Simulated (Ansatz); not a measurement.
# NbN: the cost of one run

Program: Ansatz 0.2.0. Level of theory: DFT r²SCAN+U (U_eff = 1 eV on Nb d), plane waves, PAW. These are calculated values, not measurements.

## (1) The starting structure

It takes space group Fm-3m (No. 225, cubic). The conventional cell has a = 4.389 Å, b = 4.389 Å, c = 4.389 Å, α = 90.00°, β = 90.00°, γ = 90.00°. Around Nb (site symmetry m-3m) lie 6 N at 2.19 Å. N (site symmetry m-3m) is surrounded by 6 Nb at 2.19 Å.

Coordinates:

```cif
data_structure
_symmetry_space_group_name_H-M 'P 1'
_symmetry_Int_Tables_number 1
_cell_length_a 3.1035
_cell_length_b 3.1035
_cell_length_c 3.1035
_cell_angle_alpha 60.000
_cell_angle_beta 60.000
_cell_angle_gamma 60.000
_cell_volume 21.14
loop_
_atom_site_label
_atom_site_type_symbol
_atom_site_fract_x
_atom_site_fract_y
_atom_site_fract_z
_atom_site_occupancy
Nb1 Nb 0.50000 0.50000 0.50000 1
N1 N 0.00000 0.00000 0.00000 1
```

Magnetic order typed: ferromagnetic.

An earlier series on this cell reached its lowest free state from «from atoms, default search», perhaps among other starts.

## (2) Random orbitals: single harmonics, second filling

input.yaml reads:

```yaml
crystal:
  lattice:
    - [0.0, 2.19450073, 2.19450073]
    - [2.19450073, 0.0, 2.19450073]
    - [2.19450073, 2.19450073, 0.0]
  atoms:
    - { symbol: Nb, position: [0.5, 0.5, 0.5], spin: 0.3 }
    - { symbol: "N", position: [0.0, 0.0, 0.0] }
basis:
  ecutwfc: 500
  ecutrho_ratio: 4
kpoints:
  mp_grid: { grid: [7, 7, 7] }
hamiltonian:
  xc: r2scan
  hubbard:
    sites:
      - { site: 0, l: d, u_eff: 1.0, starting_ns: [{ spin: up, occupation_matrix: s0up }, { spin: down, occupation_matrix: s0down }] }
    occupation_matrices:
      s0up:
        matrix:
          - [0.02, 0.0, 0.0, 0.0, 0.0]
          - [0.0, 0.02, 0.0, 0.0, 0.0]
          - [0.0, 0.0, 0.02, 0.0, 0.0]
          - [0.0, 0.0, 0.0, 0.97, 0.0]
          - [0.0, 0.0, 0.0, 0.0, 0.02]
      s0down:
        matrix:
          - [0.02, 0.0, 0.0, 0.0, 0.0]
          - [0.0, 0.02, 0.0, 0.0, 0.0]
          - [0.0, 0.0, 0.02, 0.0, 0.0]
          - [0.0, 0.0, 0.0, 0.02, 0.0]
          - [0.0, 0.0, 0.0, 0.0, 0.97]
    ns_hold: { iters: 12 }
scf:
  occupations: { method: gaussian, width: 0.05 }
  lower_state_search: "off"
  max_iter: 150
output:
  forces: true
  stress: true
  eigenvalues: true
  populations: true
  hubbard: { sites: [{ site: 0, l: d }] }
magnetization:
  spin_polarized: true
```

The typed matrices put 0.97 on the chosen orbitals and 0.02 on the others, and are held for 12 cycles.

Launch:

```sh
$ ansatz run input.yaml --threads 2 --pin off --max-ram 3072MiB --backend cpu --events-out ev --progress --plain --runs-dir out
```

What time and memory should one allow on 2 threads of Arm Neoverse V2, shared host?

About 6.5 s, with a peak of 0.36 GiB.
